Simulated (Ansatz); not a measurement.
Ca in Ansatz: the effect of functional

Crystal: Ca.

```
Ca
1.0
     3.98000    0.00000    0.00000
    -1.99000    3.44678    0.00000
     0.00000    0.00000    6.52000
Ca
2
Direct
  0.66667 0.33333 0.75000
  0.33333 0.66667 0.25000
```

This isn't the form of Ca at room conditions, which is fcc.

Alike in all runs:

```yaml
Program: Ansatz 0.2.0
Task: band structure
Potentials_or_basis: Ansatz PAW
k_mesh: 5 × 5 × 3
Occupations: fermi-dirac, width 0.05 eV
Spin: no spin polarisation
```

Problem. One run gave: pressure -2.3 GPa. Which functional did it use?
A. r2SCAN
B. LDA
C. PBEsol

Solution. B.

```csv
functional,cutoff,pressure (GPa)
LDA,420 eV (not typed: the program's choice for these potentials),-2.3
PBEsol,420 eV (not typed: the program's choice for these potentials),-1.4
r2SCAN,500 eV (not typed: the program's choice for these potentials),-0.4
```

Caveats: all runs use coarse meshes; the cell was measured hot, at 723 K; the PAW data sets come from PBE, with cores solved anew for the run's functional, which leaves a small shift of forces and pressure.
